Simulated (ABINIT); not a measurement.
**A GW chain in ABINIT: NaF (Villiaumite)**

Wanted: ground state, empty states, screening and self-energy for NaF (Villiaumite).

Program: ABINIT 10.8.3. Level of theory: PBE and many-body steps on it, plane waves. Results are calculated unless marked as measured.

The database entry behind the starting cell differs from later determinations by our own check (0.1 to 0.3 % short, probably kX units), so it need not match the best structure at ambient conditions.

## Step 1: Starting point

It takes space group Fm-3m (No. 225, cubic). Conventional cell: a = 4.620 Å, b = 4.620 Å, c = 4.620 Å, α = 90.00°, β = 90.00°, γ = 90.00°. Na has 6 F at 2.31 Å nearest. Nearest to F lie 6 Na at 2.31 Å. Farther neighbours and most contacts between anions are not listed.

The cell and positions come from the Crystallography Open Database and are kept as given unless a step says otherwise.

## Step 2: Ground state

This step: ABINIT 10.8.3; DFT, PBE, plane waves, norm-conserving pseudopotentials.

The ground-state density comes first.

File run.abi:

```
acell 3*1.0 Angstrom
rprim 
  0.000000000000 2.310000000000 2.310000000000
  2.310000000000 0.000000000000 2.310000000000
  2.310000000000 2.310000000000 0.000000000000
ntypat 2
znucl 11 9
natom 2
typat 1 2
xred 
  0.000000000000 0.000000000000 0.000000000000
  0.500000000000 0.500000000000 0.500000000000
pp_dirpath "pseudos"
pseudos "Na.upf, F.upf"
ecut 38
ngkpt 8 8 8
nshiftk 1
shiftk 0 0 0
kptopt 1
chksymbreak 0
nband 13
occopt 1
tolvrs 1e-10
nstep 60
prtwf 0
optforces 0
optstress 0
indata_prefix "in"
outdata_prefix "out"
tmpdata_prefix "tmp"
```

Launch:

```sh
> OMP_NUM_THREADS=1 mpirun -n 8 abinit run.abi > log
```

Numbers of over 12 decimals in the logs are rounded to 6 here.

Output:

```text
.Version 10.8.3 of ABINIT. v10.8.2 released Aug 2026.

 Symmetries : space group Fm -3 m (#225); Bravais cF (face-center cubic)
================================================================================
 Values of the parameters that define the memory need of the present run
     intxc =       0    ionmov =       0      iscf =       7    lmnmax =       5
     lnmax =       5     mgfft =      36  mpssoang =       3    mqgrid =    3001
     natom =       2  nloc_mem =       1    nspden =       1   nspinor =       1
    nsppol =       1      nsym =      48    n1xccc =    2501    ntypat =       2
    occopt =       1   xclevel =       2
-    mband =          13        mffmem =           1         mkmem =           4
       mpw =        1880          nfft =       46656          nkpt =          29
================================================================================
  Rough estimation (10% accuracy) of disk space for files :
================================================================================

--------------------------------------------------------------------------------
------------- Echo of variables that govern the present computation ------------
--------------------------------------------------------------------------------
 -outvars: echo values of preprocessed input variables --------
            acell      1.8897261259E+00  1.8897261259E+00  1.8897261259E+00 Bohr

      chksymbreak           0
             ecut      3.80000000E+01 Hartree
-          fftalg         312

              ixc     -101130
              kpt      0.00000000E+00  0.00000000E+00  0.00000000E+00
                       1.25000000E-01  0.00000000E+00  0.00000000E+00
                       2.50000000E-01  0.00000000E+00  0.00000000E+00
                       3.75000000E-01  0.00000000E+00  0.00000000E+00
                       5.00000000E-01  0.00000000E+00  0.00000000E+00
                       1.25000000E-01  1.25000000E-01  0.00000000E+00
                       2.50000000E-01  1.25000000E-01  0.00000000E+00
                       3.75000000E-01  1.25000000E-01  0.00000000E+00
                       5.00000000E-01  1.25000000E-01  0.00000000E+00
   [... 18 further rows ...]
                      -3.75000000E-01  5.00000000E-01  1.25000000E-01
                      -2.50000000E-01  5.00000000E-01  2.50000000E-01
         kptrlatt        8    0    0      0    8    0      0    0    8
          kptrlen      4.93873623E+01
P           mkmem           4
            natom           2
            nband          13
            ngfft          36      36      36
             nkpt          29
            nstep          60
             nsym          48
           ntypat           2
              occ      2.000000  2.000000  2.000000  2.000000  2.000000  2.000000
                       2.000000  2.000000  0.000000  0.000000  0.000000  0.000000
                       0.000000
        optforces           0
        optstress           0
            prtwf           0
            rprim      0.0000000000E+00  2.3100000000E+00  2.3100000000E+00
[...]
spgroup         225

           tolvrs      1.00000000E-10

             xred      0.0000000000E+00  0.0000000000E+00  0.0000000000E+00
[...]
znucl       11.00000    9.00000

================================================================================

 chkinp: Checking input parameters for consistency.

================================================================================
== DATASET  1 ==================================================================
-   mpi_nproc: 8, omp_nthreads: 1 (-1 if OMP is not activated)

--- !DatasetInfo
iteration_state: {dtset: 1, }
dimensions: {natom: 2, nkpt: 29, mband: 13, nsppol: 1, nspinor: 1, nspden: 1, mpw: 1880, }
cutoff_energies: {ecut:  38.0, pawecutdg:  -1.0, }
electrons: {nelect:   1.60000000E+01, charge:   0.00000000E+00, occopt:   1.00000000E+00, tsmear:   1.00000000E-02, }

 Real(R)+Recip(G) space primitive vectors, cartesian coordinates (Bohr,Bohr^-1):
 R(1)=  0.0000000  4.3652674  4.3652674  G(1)= -0.1145405  0.1145405  0.1145405
 R(2)=  4.3652674  0.0000000  4.3652674  G(2)=  0.1145405 -0.1145405  0.1145405
 R(3)=  4.3652674  4.3652674  0.0000000  G(3)=  0.1145405  0.1145405 -0.1145405
 Unit cell volume ucvol=  1.6636522E+02 bohr^3
 Angles (23,13,12)=  6.00000000E+01  6.00000000E+01  6.00000000E+01 degrees

 getcut: wavevector=  0.0000  0.0000  0.0000  ngfft=  36  36  36
         ecut(hartree)=     38.000   => boxcut(ratio)=   2.10145

--- Pseudopotential description ------------------------------------------------
- Na Generated using ONCVPSP code by D. R. Hamann
- 11.00000   9.00000  171031                  znucl, zion, pspdat
12 -101130 1 -1 1992                          pspcod,pspxc,lmax,lloc,mmax
     nproj     2     2     0
  pspatm : epsatm=    9.36084378
         --- l  ekb(1:nproj) -->
[...]
pspatm: atomic psp has been read  and splines computed

- F Generated using ONCVPSP code by D. R. Hamann
-  9.00000   7.00000  171031                  znucl, zion, pspdat
12 -101130 2 -1 832                           pspcod,pspxc,lmax,lloc,mmax
     nproj     2     2     1
  pspatm : epsatm=    4.87625608
         --- l  ekb(1:nproj) -->
[...]
1   -3.955629   -1.291931
             2   -2.441503
 pspatm: atomic psp has been read  and splines computed

   2.27793598E+02                                ecore*ucvol(ha*bohr**3)
--------------------------------------------------------------------------------

_setup2: Arith. and geom. avg. npw (full set) are    1861.705    1861.686

================================================================================

--- !BeginCycle
iteration_state: {dtset: 1, }
solver: {iscf: 7, nstep: 60, nline: 4, wfoptalg: 0, }
tolerances: {tolvrs: 1.00E-10, }

     iter   Etot(hartree)      deltaE(h)  residm     vres2
 ETOT  1  -70.408066656601    -7.041E+01 6.300E-02 2.786E+02
 ETOT  2  -70.422707022849    -1.464E-02 1.575E-03 2.132E+02
 ETOT  3  -70.480757204434    -5.805E-02 2.641E-03 1.018E+01
 ETOT  4  -70.482977861201    -2.221E-03 2.252E-04 2.827E-02
 ETOT  5  -70.482978541303    -6.801E-07 2.558E-05 4.400E-03
 ETOT  6  -70.482979443633    -9.023E-07 2.926E-05 3.641E-04
 ETOT  7  -70.482979498542    -5.491E-08 2.428E-06 2.384E-05
 ETOT  8  -70.482979502242    -3.700E-09 3.552E-06 1.244E-07
 ETOT  9  -70.482979502256    -1.455E-11 2.568E-07 9.006E-10
 ETOT 10  -70.482979502257    -1.194E-12 4.594E-07 2.958E-11

 At SCF step   10       vres2   =  2.96E-11 < tolvrs=  1.00E-10 =>converged.

--- !ResultsGS
iteration_state: {dtset: 1, }
comment   : Summary of ground state results
lattice_vectors:
- [  0.0000000,   4.3652674,   4.3652674, ]
- [  4.3652674,   0.0000000,   4.3652674, ]
- [  4.3652674,   4.3652674,   0.0000000, ]
lattice_lengths: [   6.17342,    6.17342,    6.17342, ]
lattice_angles: [ 60.000,  60.000,  60.000, ] # degrees, (23, 13, 12)
lattice_volume:   1.6636522E+02
convergence: {deltae: -1.194E-12, res2:  2.958E-11, residm:  4.594E-07, diffor:  0.000E+00, }
etotal    :  -7.04829795E+01
entropy   :   0.00000000E+00
fermie    :  -4.88605676E-02
cartesian_stress_tensor: null
pressure_GPa: null
xred      :
- [  0.0000E+00,   0.0000E+00,   0.0000E+00, Na]
- [  5.0000E-01,   5.0000E-01,   5.0000E-01,  F]
cartesian_forces: null
force_length_stats: {min: null, max: null, mean: null, }

 Integrated electronic density in atomic spheres:
 ------------------------------------------------
 Atom  Sphere_radius  Integrated_density
    1        2.00000          7.97084872
    2        2.00000          7.05564392
================================================================================

 ----iterations are completed or convergence reached----

 Mean square residual over all n,k,spin=   15.498E-10; max=  45.940E-08
 reduced coordinates (array xred) for    2 atoms
       0.000000000000      0.000000000000      0.000000000000
       0.500000000000      0.500000000000      0.500000000000
 rms dE/dt=  0.0000E+00; max dE/dt=  0.0000E+00; dE/dt below (all hartree)
    1       0.000000000000      0.000000000000      0.000000000000
    2       0.000000000000      0.000000000000      0.000000000000

 cartesian coordinates (angstrom) at end:
    1      0.000000     0.000000     0.000000
    2      2.310000     2.310000     2.310000
 length scales=  1.889726125908  1.889726125908  1.889726125908 bohr
              =  1.000000000000  1.000000000000  1.000000000000 angstroms
 prteigrs : about to open file out_EIG
 Fermi (or HOMO) energy (hartree) =  -0.04886   Average Vxc (hartree)=  -0.33630
 Eigenvalues (hartree) for nkpt=  29  k points:
 kpt#   1, nband= 13, wtk=  0.00195, kpt=  0.0000  0.0000  0.0000 (reduced coord)
  -1.77830   -0.75120   -0.74502   -0.74502   -0.74502   -0.04886   -0.04886   -0.04886
   0.18595    0.65511    0.65511    0.65511    0.75878
 prteigrs : prtvol=0 or 1, do not print more k-points.

--- !EnergyTerms
iteration_state     : {dtset: 1, }
comment             : Components of total free energy in Hartree
kinetic             :  4.41522876582249E+01
hartree             :  2.26330635976220E+01
xc                  : -1.24994461213702E+01
Ewald energy        : -4.19984822340426E+01
psp_core            :  1.36923810434905E+00
local_psp           : -6.66884159253213E+01
non_local_psp       : -1.74512245817192E+01
total_energy        : -7.04829795022573E+01
total_energy_eV     : -1.91793957900349E+03
band_energy         : -9.95671373633647E+00

== END DATASET(S) ==============================================================
================================================================================

 -outvars: echo values of variables after computation  --------
           etotal     -7.0482979502E+01
            nband          13
             nkpt          29
          spgroup         225
 [... the other variables as echoed above ...]

 Calculation completed.
```

Elapsed: 5.1 s, on 8 MPI ranks of Intel Xeon 6975P-C (Granite Rapids), shared host; peak memory 0.59 GiB.

This step gave:

```yaml
total_energy: -1917.9396 eV
gap: 6.390 eV
k_of_the_valence_top: 0, 0, 0
k_of_the_conduction_bottom: 0, 0, 0
least_direct_gap: 6.390 eV
```

The gap is direct, at Γ.

(Continued in part 2 of 3.)

[Paths, hosts, dates, memory and timing lines, banners, echoed tables and standing remarks are left out of the program output.]

[Logs are printed without paths, hosts, clocks, repeated set-up lines and the standing remarks that a program may print on its own settings, such as how far it seeks lower states.]

[Runs of the session that timed out or met a known fault of the program may be left out.]

[Hosts, paths, dates, database ids (printed as entryN), source tags and the programs' standing remarks are cut or masked in the printed files.]

[G0W0 gaps are taken among the corrected bands and points alone; a level outside them can change the order at an edge.]

[Where Ansatz stands beside ABINIT at settings called matched, ABINIT's density can come from a denser mesh and the files from another edition; pairs whose starting gaps differed by over 0.03 eV were left out, so agreement reads better than it is.]
